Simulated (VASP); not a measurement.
As:

```
As
1.0
     2.70368    0.00000    0.00000
     0.00000    2.70368    0.00000
     0.00000    0.00000    2.70368
As
1
Direct
  0.50000 0.50000 0.50000
```

This isn't the form of As at room conditions, which is rhombohedral.

| Item | Value |
| --- | --- |
| Program | VASP 6.6.1 |
| Task | relaxation of cell and atoms |
| Functional | PBEsol |
| Dispersion | D4 |
| Potentials or basis | VASP PAW PBE potentials, release 64 (As) |
| Cutoff | 600 eV |
| k mesh | 10 × 10 × 10 |
| Occupations | fermi-dirac, width 0.05 eV |
| Spin | no spin polarisation |

At the start: pressure -3.4 GPa; volume 19.76 Å³/atom.

Problem. How do energy, volume and symmetry change on relaxing?

Solution. Over 3 steps the energy falls by 8.1 meV/atom and the volume is 19.03 Å³/atom (-3.7 %); space group Pm-3m (No. 221, to 0.05 Å).

Step by step:
```csv
step,energy change (eV),largest force (eV/Å),pressure (GPa),volume (Å³)
1,0.0000,0.0000,-3.39,19.76
2,-0.0049,0.0000,2.40,18.59
3,-0.0081,0.0000,0.00,19.03
```

Final structure:
```xyz
1
Lattice="2.6698 0.0000 0.0000 0.0000 2.6698 0.0000 0.0000 0.0000 2.6698" Properties=species:S:1:pos:R:3 pbc="T T T"
As    1.3349    1.3349    1.3349
```

Caveat: the PAW data sets were made with another functional, which shifts forces and pressure a little; pairwise dispersion overbinds metals, which lowers pressure and volume.
